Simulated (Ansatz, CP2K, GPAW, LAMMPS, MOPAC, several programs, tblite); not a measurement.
# What cheap methods get right for KBr

Aim: run KBr through methods of unlike cost and see what each gets, and at what price.

Method: no spin polarisation, static lattice; gaps from single points on the cell relaxed beforehand with r²SCAN, in LAMMPS, MOPAC, tblite, CP2K, GPAW, Ansatz (versions at each run).

5 further runs of the same task are left out: 5 set aside as unsound or not needed.

**1. Starting point**

Symmetry: Pm-3m, No. 221, cubic system. The conventional cell has a = 3.976 Å, b = 3.976 Å, c = 3.976 Å, α = 90.00°, β = 90.00°, γ = 90.00°. K (site symmetry m-3m) has 8 Br at 3.44 Å as nearest neighbours. Br (site symmetry m-3m) is surrounded by 8 K at 3.44 Å.

Structure file:

```
CELL_PARAMETERS angstrom
3.97587 0.00000 0.00000
0.00000 3.97587 0.00000
0.00000 0.00000 3.97587
ATOMIC_POSITIONS crystal
K 0.00000 0.00000 0.00000
Br 0.50000 0.50000 0.50000
```

The structure type (database structure) is imposed and need not be the compound's stable one.

**Question.** The methods are ffield.eim, PM6, PM7, GFN1-xTB (tblite), GFN2-xTB (tblite), PBE/DZVP, PBE/single-zeta, PBE/SZV, coarse PBE, GLLB-SC, PBE, r2SCAN. What gap does r2SCAN give on this cell, and which other methods (full PBE left aside) come nearest to r2SCAN and farthest in gap, volume and bulk modulus?

| quantity | value |
| --- | --- |
| r2SCAN | gap 4.77 eV, 31.42 Å³/atom, B₀ 19 GPa |
| gap: nearest and farthest of the other methods | PBE/DZVP (-0.72 eV), PM7 (+6.67 eV) |
| volume: nearest and farthest of the other methods | PM7 (-2.7 %), PBE/SZV (+11.8 %) |
| bulk modulus: nearest and farthest of the other methods | PBE/SZV (-6 %), ffield.eim (+1244 %) |

In words: Among the 8 methods compared for the gap (full PBE left aside), PBE/DZVP is nearest to r2SCAN and PM7 farthest. Among the 4 methods compared for the volume (full PBE left aside), PM7 is nearest to r2SCAN and PBE/SZV farthest. For the bulk modulus, of the 4 methods compared (full PBE left aside), PBE/SZV comes nearest to r2SCAN and ffield.eim is farthest. A minimal basis or a coarse cutoff and mesh shifts results by its own error, so closeness to r2SCAN can be chance. Cluster runs see only the k-points that fold onto the zone centre, so their gaps can miss the band edges. GLLB-SC is compared with its derivative discontinuity added. GFN1-xTB (tblite) ended in an unphysical state and is left out of the comparison. No volume is given for PM6, GFN2-xTB (tblite), PBE/single-zeta, coarse PBE, which can hide a larger miss. CPU times run from 0.11 s (ffield.eim) to 17 s (PBE/single-zeta). On this cell PBE/DZVP, PBE/single-zeta, PBE/SZV, GLLB-SC cost more than r2SCAN itself (3.6 s), so they are no saving here. r2SCAN is a yardstick, not the truth: it usually gives gaps below the measured ones.
